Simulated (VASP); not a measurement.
# Al (Fm-3m) in VASP: a series of runs

The runs below take Al through single point, with LDA.

Program: VASP 6.6.1. These are calculated values, not measurements. Logs are shortened: lines on timing, memory, paths and dates and some standing lists are left out, and cuts for length are marked.

**1. The undisturbed crystal**

The structure is cubic, space group Fm-3m (No. 225). Conventional cell: a = 4.050 Å, b = 4.050 Å, c = 4.050 Å, α = 90.00°, β = 90.00°, γ = 90.00°. Al (site symmetry m-3m) is surrounded by 12 Al at 2.86 Å.

**2. Single point, LDA (grid = ENCUT=250 dk=0.35 cell=3x3x3 ISMEAR=1 SIGMA=0.1 LREAL=Auto EDIFF=1e-06)**

The input, INCAR:

```
SYSTEM = Al26Cu
PREC = Accurate
ENCUT = 250
EDIFF = 1E-6
ISMEAR = 1
SIGMA = 0.1
LREAL = Auto
LASPH = .TRUE.
NELM = 120
ALGO = Fast
ISIF = 2
LWAVE = .FALSE.
LCHARG = .FALSE.
NBANDS = 72
```

The input, KPOINTS:

```
Automatic mesh
0
G
  3 3 3
  0 0 0
```

The input, POSCAR:

```
Al26Cu
1.0
    0.0000000000      6.0744150000      6.0744150000
    6.0744150000      0.0000000000      6.0744150000
    6.0744150000      6.0744150000      0.0000000000
Cu Al
1 26
Direct
    0.0000000000      0.0000000000      0.0000000000
    0.0000000000      0.0000000000      0.3333333333
    0.0000000000      0.0000000000      0.6666666667
    0.0000000000      0.3333333333      0.0000000000
    0.0000000000      0.3333333333      0.3333333333
    0.0000000000      0.3333333333      0.6666666667
    0.0000000000      0.6666666667      0.0000000000
    0.0000000000      0.6666666667      0.3333333333
    0.0000000000      0.6666666667      0.6666666667
    0.3333333333      0.0000000000      0.0000000000
    0.3333333333      0.0000000000      0.3333333333
    0.3333333333      0.0000000000      0.6666666667
    0.3333333333      0.3333333333      0.0000000000
    0.3333333333      0.3333333333      0.3333333333
    0.3333333333      0.3333333333      0.6666666667
    0.3333333333      0.6666666667      0.0000000000
    0.3333333333      0.6666666667      0.3333333333
    0.3333333333      0.6666666667      0.6666666667
    0.6666666667      0.0000000000      0.0000000000
    0.6666666667      0.0000000000      0.3333333333
    0.6666666667      0.0000000000      0.6666666667
    0.6666666667      0.3333333333      0.0000000000
    0.6666666667      0.3333333333      0.3333333333
    0.6666666667      0.3333333333      0.6666666667
    0.6666666667      0.6666666667      0.0000000000
    0.6666666667      0.6666666667      0.3333333333
    0.6666666667      0.6666666667      0.6666666667
```

Potentials or basis: VASP PAW LDA potentials, release 64 (Cu, Al).

Run with:

```sh
$ cat potpaw_LDA.64/Cu/POTCAR potpaw_LDA.64/Al/POTCAR > POTCAR
$ mpirun -np 1 vasp_std > vasp.out
```

OUTCAR:

```text
SYSTEM = Al26Cu
   PREC = Accurate
   ENCUT = 250
   EDIFF = 1E-6
   ISMEAR = 1
   LREAL = Auto
   LASPH = .TRUE.
   NELM = 120
   ISIF = 2

 Found      4 irreducible k-points:

 Following reciprocal coordinates:
            Coordinates               Weight
  0.000000  0.000000  0.000000      1.000000
  0.333333  0.000000  0.000000      8.000000
  0.333333  0.333333  0.000000      6.000000
 -0.333333  0.333333  0.000000     12.000000
   k-points           NKPTS =      4   k-points in BZ     NKDIM =      4   number of bands    NBANDS=     72
   number of dos      NEDOS =    301   number of ions     NIONS =     27
   total plane-waves  NPLWV = 110592
   dimension x,y,z NGX =    48 NGY =   48 NGZ =   48
   dimension x,y,z NGXF=    96 NGYF=   96 NGZF=   96
   ions per type =               1  26
   NGX,Y,Z   is equivalent  to a cutoff of   9.29,  9.29,  9.29 a.u.
   NGXF,Y,Z  is equivalent  to a cutoff of  18.58, 18.58, 18.58 a.u.
 SYSTEM =  Al26Cu
   PREC   = accura    normal or accurate (medium, high low for compatibility)
   ISTART =      0    job   : 0-new  1-cont  2-samecut
   ICHARG =      2    charge: 1-file 2-atom 10-const
   ISPIN  =      1    spin polarized calculation?
   LNONCOLLINEAR =      F non collinear calculations
   LSORBIT =      F    spin-orbit coupling
   LASPH  =      T    aspherical Exc in radial PAW
   ENCUT  =  250.0 eV  18.37 Ry    4.29 a.u.  11.08 11.08 11.08*2*pi/ulx,y,z
   NELM   =    120;   NELMIN=  2; NELMDL= -5     # of ELM steps
   EDIFF  = 0.1E-05   stopping-criterion for ELM
   LREAL  =      T    real-space projection
   EDIFFG = 0.1E-04   stopping-criterion for IOM
   NSW    =      0    number of steps for IOM
[... 5 lines left out ...]
   TEBEG  =    0.0;   TEEND  =   0.0 temperature during run
   PSTRESS=    0.0 pullay stress
   NELECT =      89.0000    total number of electrons
   NUPDOWN=      -1.0000    fix difference up-down
   EMIN   =  10.00;   EMAX   =-10.00  energy-range for DOS
   EFERMI =   0.00;   METHOD = LEGACY
   ISMEAR =     1;   SIGMA  =   0.10  broadening in eV -4-tet -1-fermi 0-gaus
   EFERMI_NEDOS =   21; number of points for ismear=-14 and -15
   IALGO  =     68    algorithm
   IMIX   =      4    mixing-type and parameters
     AMIX     =   0.40;   BMIX     =  1.00
     AMIX_MAG =   1.60;   BMIX_MAG =  1.00
  volume/ion in A,a.u.               =      16.60       112.04
  Fermi-wavevector in a.u.,A,eV,Ry     =   0.955045  1.804773 12.410016  0.912110
  Thomas-Fermi vector in A             =   2.083847
   LORBIT       =      0    0 simple, 1 ext, 2 COOP (PROOUT), +10 PAW based schemes
   GGA     = CA    functional components
   LHFCALC =     F    Hartree Fock is set to
   AEXX    =    0.0000 exact exchange contribution
   IVDW    =     0    specifies the selected vdW correction
   LEPSILON=     F    determine dielectric tensor
   LRPA    =     F    only Hartree local field effects (RPA)
 non-spin polarized calculation
 RMM-DIIS sequential band-by-band and
 Methfessel and Paxton  Order N= 1 SIGMA  =   0.10
  energy-cutoff  :      250.00
  volume of cell :      448.27
 maximum number of plane-waves:      4040
 NGX is ok and might be reduce to    48
   NGX = 23   NGY = 23   NGZ = 23

 number of electron      88.9999939 magnetization

 Free energy of the ion-electron system (eV)
  ---------------------------------------------------
  ext. energy  EPLUGINS =         0.00000000
  ---------------------------------------------------
  free energy    TOTEN  =      -112.15313317 eV

  energy without entropy =     -112.18189339  energy(sigma->0) =     -112.16271991

 E-fermi :   7.5931     XC(G=0): -10.3550

 val. band max:        7.5272506890   @ k =   0.3333   0.0000   0.0000
 cond. band min:       7.6747282058   @ k =   0.3333   0.3333   0.0000
 fundamental gap:      0.1474775167
 Fermi energy:         7.5931110400

 k-point     1 :       0.0000    0.0000    0.0000
  band No.  band energies     occupation
      1      -3.3600      2.00000
      2      -0.5150      2.00000
      3      -0.4820      2.00000
      4      -0.4820      2.00000
      5      -0.4820      2.00000
      6      -0.3668      2.00000
[... 48 lines left out ...]
     55       8.1664     -0.00000
     56       8.3627     -0.00000

 k-point     2 :       0.3333    0.0000    0.0000
  band No.  band energies     occupation
      1      -3.0290      2.00000
      2      -2.0356      2.00000
      3      -0.7539      2.00000
      4      -0.7539      2.00000
      5      -0.6879      2.00000
      6      -0.4194      2.00000
[... 48 lines left out ...]
     55       9.6412      0.00000
     56       9.6915      0.00000

 k-point     3 :       0.3333    0.3333    0.0000
  band No.  band energies     occupation
      1      -2.9191      2.00000
      2      -1.6095      2.00000
      3      -1.3716      2.00000
      4      -1.2929      2.00000
      5      -1.2929      2.00000
      6      -1.0335      2.00000
[... 48 lines left out ...]
     55       9.6767      0.00000
     56       9.8733      0.00000

 k-point     4 :      -0.3333    0.3333    0.0000
  band No.  band energies     occupation
      1      -2.4875      2.00000
      2      -2.2099      2.00000
      3      -2.0652      2.00000
      4      -1.1840      2.00000
      5      -1.0996      2.00000
      6       0.1623      2.00000
[... 48 lines left out ...]
     55       9.1999     -0.00000
     56       9.4420     -0.00000
 [bands above 56 left out]

------------------------ aborting loop because EDIFF is reached ----------------------------------------

  FORCE on cell =-STRESS in cart. coord.  units (eV):
  Direction    XX          YY          ZZ          XY          YZ          ZX
  --------------------------------------------------------------------------------------
  -------------------------------------------------------------------------------------
  Total      -16.1994223    -16.1994223    -16.1994223      0.0000000      0.0000000     -0.0000000
  in kB      -57.8984232    -57.8984232    -57.8984232      0.0000000      0.0000000     -0.0000000
  external PRESSURE =     -57.8984232 kB  Pullay stress =       0.0000000 kB

 VOLUME and BASIS-vectors are now :
 -----------------------------------------------------------------------------
  energy-cutoff  :      250.00
  volume of cell :      448.27
      direct lattice vectors                 reciprocal lattice vectors
     0.000000000  6.074415000  6.074415000    -0.082312453  0.082312453  0.082312453
     6.074415000  0.000000000  6.074415000     0.082312453 -0.082312453  0.082312453
     6.074415000  6.074415000  0.000000000     0.082312453  0.082312453 -0.082312453

 POSITION                                       TOTAL-FORCE (eV/Angst)
 -----------------------------------------------------------------------------------
      0.00000      0.00000      0.00000         0.000000     -0.000000      0.000000
      2.02480      2.02480      0.00000        -0.229005     -0.229005      0.000000
      4.04961      4.04961      0.00000         0.229005      0.229005      0.000000
      2.02480      0.00000      2.02480        -0.229005     -0.000000     -0.229005
      4.04961      2.02480      2.02480         0.114853     -0.114853     -0.114853
      6.07442      4.04961      2.02480         0.000000      0.229005     -0.229005
[... 19 lines left out ...]
      6.07442      6.07442      8.09922         0.000000     -0.000000     -0.203529
      8.09922      8.09922      8.09922        -0.114853     -0.114853     -0.114853
 -----------------------------------------------------------------------------------
    total drift:                               -0.000000      0.000000      0.000000

  FREE ENERGIE OF THE ION-ELECTRON SYSTEM (eV)
  ---------------------------------------------------
  free  energy   TOTEN  =      -112.1531331659 eV

  energy  without entropy=     -112.1818933924  energy(sigma->0) =     -112.16271991
```

Wall time 1.9 min (1 thread of Intel Xeon Platinum 8559C (Emerald Rapids), shared host); peak memory 0.25 GiB.

The run converged, but a check on its numbers failed (symmetry, net force, bounds or a known fault of this set-up), so they aren't taken as properties of the crystal.

Caveat: the cutoff lies under the usual one of these potentials, so the numbers hold a large basis-set error.

**3. Single point, LDA (grid = ENCUT=300 dk=0.35 cell=3x3x3 ISMEAR=1 SIGMA=0.1 LREAL=Auto EDIFF=1e-06)**

Changes to INCAR since step 2:

```diff
@@ -2,3 +2,3 @@
 PREC = Accurate
-ENCUT = 250
+ENCUT = 300
 EDIFF = 1E-6
```

KPOINTS is that of step 2.

POSCAR is that of step 2.

Potentials or basis: VASP PAW LDA potentials, release 64 (Cu, Al).

Run with:

```sh
$ cat potpaw_LDA.64/Cu/POTCAR potpaw_LDA.64/Al/POTCAR > POTCAR
$ mpirun -np 1 vasp_std > vasp.out
```

OUTCAR:

```text
SYSTEM = Al26Cu
   PREC = Accurate
   ENCUT = 300
   EDIFF = 1E-6
   ISMEAR = 1
   LREAL = Auto
   LASPH = .TRUE.
   NELM = 120
   ISIF = 2

 Found      4 irreducible k-points:

 Following reciprocal coordinates:
            Coordinates               Weight
  0.000000  0.000000  0.000000      1.000000
  0.333333  0.000000  0.000000      8.000000
  0.333333  0.333333  0.000000      6.000000
 -0.333333  0.333333  0.000000     12.000000
   k-points           NKPTS =      4   k-points in BZ     NKDIM =      4   number of bands    NBANDS=     72
   number of dos      NEDOS =    301   number of ions     NIONS =     27
   total plane-waves  NPLWV = 125000
   dimension x,y,z NGX =    50 NGY =   50 NGZ =   50
   dimension x,y,z NGXF=   100 NGYF=  100 NGZF=  100
   ions per type =               1  26
   NGX,Y,Z   is equivalent  to a cutoff of   9.68,  9.68,  9.68 a.u.
   NGXF,Y,Z  is equivalent  to a cutoff of  19.35, 19.35, 19.35 a.u.
 SYSTEM =  Al26Cu
   PREC   = accura    normal or accurate (medium, high low for compatibility)
   ISTART =      0    job   : 0-new  1-cont  2-samecut
   ICHARG =      2    charge: 1-file 2-atom 10-const
   ISPIN  =      1    spin polarized calculation?
   LNONCOLLINEAR =      F non collinear calculations
[... 65 lines left out ...]
      2      -0.5156      2.00000
      3      -0.4828      2.00000
      4      -0.4828      2.00000
      5      -0.4828      2.00000
      6      -0.3680      2.00000
[... 225 lines left out ...]
     55       9.1937     -0.00000
     56       9.4380     -0.00000
 [bands above 56 left out]

------------------------ aborting loop because EDIFF is reached ----------------------------------------

  FORCE on cell =-STRESS in cart. coord.  units (eV):
  Direction    XX          YY          ZZ          XY          YZ          ZX
  --------------------------------------------------------------------------------------
  -------------------------------------------------------------------------------------
  Total      -13.4633345    -13.4633345    -13.4633345     -0.0000000      0.0000000     -0.0000000
  in kB      -48.1193601    -48.1193601    -48.1193601     -0.0000000      0.0000000     -0.0000000
  external PRESSURE =     -48.1193601 kB  Pullay stress =       0.0000000 kB

 VOLUME and BASIS-vectors are now :
 -----------------------------------------------------------------------------
  energy-cutoff  :      300.00
  volume of cell :      448.27
      direct lattice vectors                 reciprocal lattice vectors
     0.000000000  6.074415000  6.074415000    -0.082312453  0.082312453  0.082312453
     6.074415000  0.000000000  6.074415000     0.082312453 -0.082312453  0.082312453
     6.074415000  6.074415000  0.000000000     0.082312453  0.082312453 -0.082312453

 POSITION                                       TOTAL-FORCE (eV/Angst)
 -----------------------------------------------------------------------------------
      0.00000      0.00000      0.00000        -0.000000      0.000000      0.000000
      2.02480      2.02480      0.00000        -0.225941     -0.225941      0.000000
      4.04961      4.04961      0.00000         0.225941      0.225941      0.000000
      2.02480      0.00000      2.02480        -0.225941      0.000000     -0.225941
      4.04961      2.02480      2.02480         0.115092     -0.115092     -0.115092
      6.07442      4.04961      2.02480        -0.000000      0.225941     -0.225941
[... 19 lines left out ...]
      6.07442      6.07442      8.09922        -0.000000      0.000000     -0.205619
      8.09922      8.09922      8.09922        -0.115092     -0.115092     -0.115092
 -----------------------------------------------------------------------------------
    total drift:                                0.000000      0.000000      0.000000

  FREE ENERGIE OF THE ION-ELECTRON SYSTEM (eV)
  ---------------------------------------------------
  free  energy   TOTEN  =      -112.3868031437 eV

  energy  without entropy=     -112.4157239264  energy(sigma->0) =     -112.39644340
```

It took 2 min on 1 thread of Intel Xeon Platinum 8559C (Emerald Rapids), shared host; peak memory 0.27 GiB.

The run converged, but some of its settings lie outside the range that counts as converged, so its numbers aren't taken as properties of the crystal.

Results:

* Free energy: -112.3868 eV
* Largest force: 0.320 eV/Å
* Band gap on the k mesh: none (metal or under the smearing width)

Caveat: the cutoff is under 1.25 times the usual one of these potentials, so pressure, stress and relaxed cells hold a basis-set (Pulay) error.

**4. Single point, LDA (grid = ENCUT=350 dk=0.35 cell=3x3x3 ISMEAR=1 SIGMA=0.1 LREAL=False EDIFF=1e-06)**

Changes to INCAR since step 3:

```diff
@@ -2,3 +2,3 @@
 PREC = Accurate
-ENCUT = 300
+ENCUT = 350
 EDIFF = 1E-6
@@ -6,3 +6,3 @@
 SIGMA = 0.1
-LREAL = Auto
+LREAL = .FALSE.
 LASPH = .TRUE.
```

KPOINTS is that of step 3.

POSCAR is that of step 3.

Run with:

```sh
$ cat potpaw_LDA.64/Cu/POTCAR potpaw_LDA.64/Al/POTCAR > POTCAR
$ mpirun -np 1 vasp_std > vasp.out
```

Run time: 2.6 min. Hardware: 1 thread of Intel Xeon Platinum 8559C (Emerald Rapids), shared host; peak memory 0.3 GiB.

The run converged, but some of its settings lie outside the range that counts as converged, so its numbers aren't taken as properties of the crystal.

What came out:

```yaml
Free_energy: -112.4448 eV
Pressure: -4.7 GPa
Largest_force: 0.320 eV/Å
Band_gap_on_the_k_mesh: none (metal or under the smearing width)
```

Caveat: the cutoff is under 1.25 times the usual one of these potentials, so pressure, stress and relaxed cells hold a basis-set (Pulay) error.

**5. Single point, LDA (grid = ENCUT=350 dk=0.35 cell=3x3x3 ISMEAR=1 SIGMA=0.02 LREAL=Auto EDIFF=1e-06)**

Changes to INCAR since step 4:

```diff
@@ -5,4 +5,4 @@
 ISMEAR = 1
-SIGMA = 0.1
-LREAL = .FALSE.
+SIGMA = 0.02
+LREAL = Auto
 LASPH = .TRUE.
```

KPOINTS is that of step 4.

POSCAR is that of step 4.

Run with:

```sh
$ cat potpaw_LDA.64/Cu/POTCAR potpaw_LDA.64/Al/POTCAR > POTCAR
$ mpirun -np 1 vasp_std > vasp.out
```

Run time: 2.8 min. Hardware: 1 thread of Intel Xeon Platinum 8559C (Emerald Rapids), shared host; peak memory 0.3 GiB.

These settings aren't checked as converged: the numbers below hold their error.

Results:

```yaml
Free_energy: -112.4654 eV
Pressure: -4.7 GPa
Largest_force: 0.317 eV/Å
Band_gap_on_the_k_mesh: none (metal or under the smearing width)
```

Caveat: the cutoff is under 1.25 times the usual one of these potentials, so pressure, stress and relaxed cells hold a basis-set (Pulay) error.

**6. The reference run**

An earlier run on the cell as given: functional PBE; potentials or basis VASP PAW PBE potentials, release 64 (Al); cutoff 520 eV; k mesh 11 × 11 × 11; occupations fermi-dirac, width 0.05 eV; no spin polarisation.

- Pressure: -0.5 GPa
- Band gap on the k mesh: none (metal or under the smearing width)
